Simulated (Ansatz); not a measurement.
The parent structure is RuO$_{2}$ in the rutile structure (space group P4_2/mnm, No. 136; a = 4.4799 Å, c = 3.1069 Å). Axes: x, y, z lie along a, b, c of the conventional cell.

All numbers come from DFT with r2SCAN, PAW potentials and a 500 eV plane-wave cutoff in Ansatz (an electronic-structure program), no SOC.

Strains are applied to the cell and any free atomic positions relax; under biaxial strain the out-of-plane vector relaxes too.

One change was made to it. Results:

```json
[
 {"quantity": "pressure (mean of the normal stresses, compression positive)", "base": "0.0 GPa", "after": "4.3 GPa"},
 {"quantity": "band gap", "base": "zero", "after": "zero"}
]
```

### Question
Which of these changes matches the shifts?
A. biaxial strain −3.08 %, plane normal [001], relaxed out of plane
B. biaxial strain −2.72 %, plane normal [001], relaxed out of plane
C. strain tensor (xx, yy, zz, yz, xz, xy) = (+0.00, +1.99, −0.22, +1.41, +0.34, −1.01) %
D. strain tensor (xx, yy, zz, yz, xz, xy) = (+0.55, +0.14, −1.79, +1.13, −0.69, −0.54) %

### Answer
D, strain tensor (xx, yy, zz, yz, xz, xy) = (+0.55, +0.14, −1.79, +1.13, −0.69, −0.54) %. For comparison, the pressure in the other runs: biaxial strain −3.08 %, plane normal [001], relaxed out of plane gives 10.5 GPa; biaxial strain −2.72 %, plane normal [001], relaxed out of plane gives 9.1 GPa; strain tensor (xx, yy, zz, yz, xz, xy) = (+0.00, +1.99, −0.22, +1.41, +0.34, −1.01) % gives -4.3 GPa.

Without a gap, meshes like the base's 11×11×15 leave anisotropic stresses uncertain by several tenths of a GPa, and small strain energies with them. No phonon test of stability was made. Seeded moments were not kept for the base. No Hubbard U is applied, and correlation can decide whether such a compound is a metal. All final runs are without spin polarisation.
